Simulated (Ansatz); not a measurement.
Crystal: I.

```xyz
1
Lattice="0.0000 2.3656 3.9098 2.1922 0.0000 3.9098 2.1922 2.3656 0.0000" Properties=species:S:1:pos:R:3 pbc="T T T"
I     0.0000    0.0000    0.0000
```

```yaml
Program: Ansatz 0.2.0
Task: relaxation of cell and atoms
Functional: r2SCAN
Dispersion: rVV10
Potentials_or_basis: Ansatz PAW
Cutoff: "500 eV (not typed: the program's choice for these potentials)"
k_mesh: 9 × 9 × 9
Occupations: fermi-dirac, width 0.05 eV
Spin: no spin polarisation
```

At the start: volume 40.55 Å³/atom.

Task: Where does the relaxation end?

Result: It ends after 8 steps and the volume is 37.90 Å³/atom (-6.5 %); space group Fmmm (No. 69, to 0.05 Å).

Step by step:
```tsv
step	energy change (eV)	largest force (eV/Å)	volume (Å³)
1	0.0000	0.0000	40.55
2	-0.0051	0.0000	39.30
3	-0.0080	0.0000	37.70
4	-0.0082	0.0000	37.95
5	-0.0083	0.0000	37.95
6	-0.0084	0.0000	37.93
7	-0.0084	0.0000	37.90
8	-0.0080	0.0000	37.90
```

Final structure:
```
I
1.0
     0.00000    2.33859    3.69420
     2.19370    0.00000    3.69420
     2.19370    2.33859    0.00000
I
1
Cartesian
  0.0000 0.0000 0.0000
```

Caveat: the plane-wave basis is chosen anew once the cell has moved, so the energies of steps on either side of that aren't comparable; an odd number of electrons without spin polarisation forces a metal; a magnetic or distorted state may lie lower; the PAW data sets come from PBE, with cores solved anew for the run's functional, which leaves a small shift of forces and pressure.
